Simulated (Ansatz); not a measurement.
# Si2H7C2: the cost of one run

Computed with Ansatz 0.2.0 (DFT PBE, scalar-relativistic, plane waves, PAW, unless a step's input says otherwise).

2 further runs of the same task are left out: 2 set aside as unsound or not needed.

## Step 1: The structure to begin with

Symmetry: F-43m, No. 216, cubic system. Conventional cell: a = 4.380 Å, b = 4.380 Å, c = 4.380 Å, α = 90.00°, β = 90.00°, γ = 90.00°. Si (site symmetry -43m) has 4 C at 1.90 Å in its first shell of neighbours. C (site symmetry -43m) is surrounded by 4 Si at 1.90 Å.

Structure file:

```cif
data_structure
_symmetry_space_group_name_H-M 'F-43m'
_symmetry_Int_Tables_number 216
_cell_length_a 4.3797
_cell_length_b 4.3797
_cell_length_c 4.3797
_cell_angle_alpha 90.000
_cell_angle_beta 90.000
_cell_angle_gamma 90.000
_cell_volume 84.01
loop_
_atom_site_label
_atom_site_type_symbol
_atom_site_symmetry_multiplicity
_atom_site_Wyckoff_symbol
_atom_site_fract_x
_atom_site_fract_y
_atom_site_fract_z
_atom_site_occupancy
Si1 Si 4 a 0.00000 0.00000 0.00000 1
C1 C 4 d 0.25000 0.25000 0.75000 1
```

This cell was relaxed beforehand with the same method: volume 10.50 Å³/atom, gap on the mesh 1.37 eV.

## Step 2: Building the [111] wire, 8 host atoms a period with H caps

The wire is cut from the relaxed crystal, periodic along c with vacuum across. Atoms and period relax; energies count from the bulk, -443.5801 eV an atom. Each H cap counts from half an H2 molecule (-15.872 eV in a separate run).

The cell holds 4 Si, 4 C, 14 H: a = 13.200 Å, b = 14.800 Å, c = 7.586 Å, α = 90.00°, β = 90.00°, γ = 90.00°.

## Step 3: The relaxation run

Pressure and volume refer to the whole cell with its vacuum; only the period along c may change.

File input.yaml:

```yaml
crystal:
  lattice:
    - [13.2, 0.0, 0.0]
    - [0.0, 14.8, 0.0]
    - [0.0, 0.0, 7.5859238507]
  atoms:
    - { symbol: Si, position: [0.582012993, 0.5, 0.0] }
    - { symbol: C, position: [0.5142849855, 0.3953736337, 0.4166666667] }
    - { symbol: Si, position: [0.4465569779, 0.5, 0.3333333333] }
    - { symbol: C, position: [0.5142849855, 0.6046263663, 0.4166666667] }
    - { symbol: Si, position: [0.5142849855, 0.6046263663, 0.6666666667] }
    - { symbol: C, position: [0.4465569779, 0.5, 0.0833333333] }
    - { symbol: Si, position: [0.5142849855, 0.3953736337, 0.6666666667] }
    - { symbol: C, position: [0.582012993, 0.5, 0.75] }
    - { symbol: H, position: [0.6352245639, 0.582201345, 0.0654721398] }
    - { symbol: H, position: [0.6352245639, 0.417798655, 0.0654721398] }
    - { symbol: H, position: [0.4753584, 0.3352397638, 0.3687709403] }
    - { symbol: H, position: [0.5921381563, 0.3953736337, 0.3687709403] }
    - { symbol: H, position: [0.3401338361, 0.5, 0.3988054731] }
    - { symbol: H, position: [0.4753584, 0.6647602362, 0.3687709403] }
    - { symbol: H, position: [0.5921381563, 0.6046263663, 0.3687709403] }
    - { symbol: H, position: [0.4078618437, 0.6046263663, 0.7321388064] }
    - { symbol: H, position: [0.5674965564, 0.6868277113, 0.7321388064] }
    - { symbol: H, position: [0.4076303925, 0.4398661302, 0.0354376069] }
    - { symbol: H, position: [0.4076303925, 0.5601338698, 0.0354376069] }
    - { symbol: H, position: [0.4078618437, 0.3953736337, 0.7321388064] }
    - { symbol: H, position: [0.5674965564, 0.3131722887, 0.7321388064] }
    - { symbol: H, position: [0.6598661639, 0.5, 0.7021042736] }
basis:
  ecutwfc: 420
kpoints:
  mp_grid: { grid: [1, 1, 5] }
hamiltonian:
  xc: pbe
scf:
  occupations: { method: gaussian, width: 0.05 }
output:
  forces: true
  stress: true
  eigenvalues: true
  populations: true
  write_density: true
  write_potential: true
  elf: true
  volumetric_format: npy
relax:
  adjacent_minimum: "off"
  f_tol: 0.02
  max_steps: 45
  cell: { fix: [a, b, alpha, beta, gamma], stress_tol: 0.03 }
```

Command:

```
> ansatz run input.yaml --threads 4 --pin off --max-ram 11264MiB --backend cpu --events-out ev --progress --plain --runs-dir out
```

What time and memory should one allow on 4 threads of AMD EPYC 9R45 (Zen 5), shared host?

About 20 s, with a peak of 1.6 GiB.
